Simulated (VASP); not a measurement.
VASP 6.6.1 run: MgS

INCAR

```
GGA = PE
LREAL = .FALSE.
LASPH = .TRUE.
IBRION = -1
NELM = 61
LCHARG = .FALSE.
SIGMA = 0.02
LWAVE = .FALSE.
ISMEAR = -1
ENCUT = 520
NBANDS = 11
ISIF = 2
PREC = Accurate
EDIFF = 1E-7
IVDW = 10
NSW = 0
```

KPOINTS

```
KPOINTS created by Atomic Simulation Environment
0
Gamma
8 8 8
0 0 0
```

POSCAR

```
Mg S
 1.0000000000000000
     0.0000000000000000    2.6795634751000001    2.5593409339000002
     2.6795634751000001    0.0000000000000000    2.5593409339000002
     2.6795634751000001    2.6795634751000001    0.0000000000000000
 Mg  S
   1   1
Cartesian
  0.0000000000000000  0.0000000000000000  0.0000000000000000
  2.6795634750999997  2.6795634750999997  2.5593409339000002
```

The recommended PBE PAW datasets give the neutral cell 8 valence electrons.

Command

```
mpirun -np 1 vasp_std
```

OSZICAR

```
N       E                     dE             d eps       ncg     rms          rms(c)
DAV:   1     0.216689293371E+02    0.21669E+02   -0.35740E+03  1346   0.593E+02
DAV:   2    -0.748305832723E+01   -0.29152E+02   -0.27630E+02  1676   0.996E+01
DAV:   3    -0.889961747850E+01   -0.14166E+01   -0.14136E+01  1605   0.231E+01
DAV:   4    -0.890853310738E+01   -0.89156E-02   -0.89148E-02  1524   0.218E+00
DAV:   5    -0.890862004722E+01   -0.86940E-04   -0.86939E-04  1654   0.216E-01    0.425E+00
DAV:   6    -0.852300540718E+01    0.38561E+00   -0.86073E-01  1475   0.358E+00    0.330E+00
DAV:   7    -0.848196914911E+01    0.41036E-01   -0.22380E-01  1570   0.201E+00    0.222E+00
DAV:   8    -0.848175876290E+01    0.21039E-03   -0.16608E-02  1451   0.775E-01    0.102E+00
DAV:   9    -0.848136423563E+01    0.39453E-03   -0.10305E-03  1478   0.179E-01    0.365E-01
DAV:  10    -0.848137792916E+01   -0.13694E-04   -0.29872E-04  1537   0.784E-02    0.476E-02
DAV:  11    -0.848137423622E+01    0.36929E-05   -0.21902E-05  1556   0.205E-02    0.202E-02
DAV:  12    -0.848137421146E+01    0.24758E-07   -0.10247E-06  1541   0.615E-03    0.340E-03
DAV:  13    -0.848137415192E+01    0.59539E-07   -0.36805E-08   955   0.908E-04
   1 F= -.88342981E+01 E0= -.88342981E+01  d E =-.658790E-12
```

From OUTCAR

```
k-points           NKPTS =     59   k-points in BZ     NKDIM =     59   number of bands    NBANDS=     11

   NELECT =       8.0000    total number of electrons

   dimension x,y,z NGX =    28 NGY =   28 NGZ =   28
   dimension x,y,z NGXF=    56 NGYF=   56 NGZF=   56

  energy-cutoff  :      520.00
  volume of cell :       36.75
      direct lattice vectors                 reciprocal lattice vectors
     0.000000000  2.679563475  2.559340934    -0.186597558  0.186597558  0.195362796
     2.679563475  0.000000000  2.559340934     0.186597558 -0.186597558  0.195362796
     2.679563475  2.679563475  0.000000000     0.186597558  0.186597558 -0.195362796

 k-points in reciprocal lattice and weights: KPOINTS created by Atomic Simulation Env
   0.00000000  0.00000000  0.00000000       0.002
   0.12500000  0.00000000  0.00000000       0.016
   0.25000000  0.00000000  0.00000000       0.016
   0.37500000 -0.00000000  0.00000000       0.016
   0.50000000  0.00000000  0.00000000       0.008
   0.12500000  0.12500000  0.00000000       0.004
   0.25000000  0.12500000  0.00000000       0.016
   0.37500000  0.12500000  0.00000000       0.016
   ...

 E-fermi :   3.8689

 k-point     1 :       0.0000    0.0000    0.0000
  band No.  band energies     occupation
      1      -9.0844      2.00000
      2       3.2043      2.00000
      3       3.4197      2.00000
      4       3.4197      2.00000
      5       6.7364      0.00000
      6      11.1891      0.00000
      7      11.1891      0.00000
      8      11.6491      0.00000
      9      13.3448      0.00000
     10      13.9341      0.00000
     11      15.7977      0.00000

 k-point     2 :       0.1250    0.0000    0.0000
  band No.  band energies     occupation
      1      -8.9435      2.00000
      2       2.3146      2.00000
      3       3.2194      2.00000
      4       3.3041      2.00000
      5       7.5529      0.00000
      6      10.9646      0.00000
      7      11.3791      0.00000
      8      11.7486      0.00000
      9      12.7740      0.00000
     10      13.1930      0.00000
     11      15.7187      0.00000

 k-point     3 :       0.2500    0.0000    0.0000
  band No.  band energies     occupation
      1      -8.5646      2.00000
      2       0.6416      2.00000
      3       3.0533      2.00000
      4       3.0551      2.00000
      5       8.1396      0.00000
      6      10.8622      0.00000
      7      11.2892      0.00000
      8      11.5244      0.00000
      9      13.5533      0.00000
     10      13.5885      0.00000
     11      15.0135      0.00000

 k-point     4 :       0.3750   -0.0000    0.0000
  band No.  band energies     occupation
      1      -8.1078      2.00000
      2      -0.7198      2.00000
      3       2.8335      2.00000
      4       2.9130      2.00000
      5       7.9420      0.00000
      6      10.2113      0.00000
      7      10.7300      0.00000
      8      12.6781      0.00000
      9      14.7319      0.00000
     10      15.4420      0.00000
     11      15.5625      0.00000

 k-point     5 :       0.5000    0.0000    0.0000
  band No.  band energies     occupation
      1      -7.8843      2.00000
      2      -1.2602      2.00000
      3       2.7496      2.00000
      4       2.8586      2.00000
      5       7.8138      0.00000
      6       9.9758      0.00000
      7      10.4935      0.00000
      8      13.0093      0.00000
      9      15.2712      0.00000
     10      17.3471      0.00000
     11      17.7968      0.00000

 ...

  Total      -1.08679    -1.08679    -0.21669     0.00000     0.00000     0.00000
  in kB     -47.37732   -47.37732    -9.44652     0.00000     0.00000     0.00000
  external pressure =      -34.73 kB  Pullay stress =        0.00 kB

 POSITION                                       TOTAL-FORCE (eV/Angst)
 -----------------------------------------------------------------------------------
      0.00000      0.00000      0.00000         0.000000     -0.000000      0.000000
      2.67956      2.67956      2.55934        -0.000000      0.000000      0.000000
 -----------------------------------------------------------------------------------
    total drift:                                0.000000      0.000000      0.000000

  FREE ENERGIE OF THE ION-ELECTRON SYSTEM (eV)
  ---------------------------------------------------
  free  energy   TOTEN  =        -8.8342980767 eV

  energy  without entropy=       -8.8342980767  energy(sigma->0) =       -8.83429808
```

It converged. Results: gap between bands v and c on the k mesh 2.50 eV; least direct gap on the k mesh 3.32 eV; pressure -3.5 GPa. Band v is the last that the valence electrons fill when counted band by band, and c is the next.

For comparison, a separate PBE run of the intended cell, on usual settings and not on those above, gives a gap of 2.50 eV on its mesh and a pressure of -1.9 GPa.

The run above took about 21 s on one core of a shared host (Intel Xeon Platinum 8488C) and held 0.17 GiB at most.
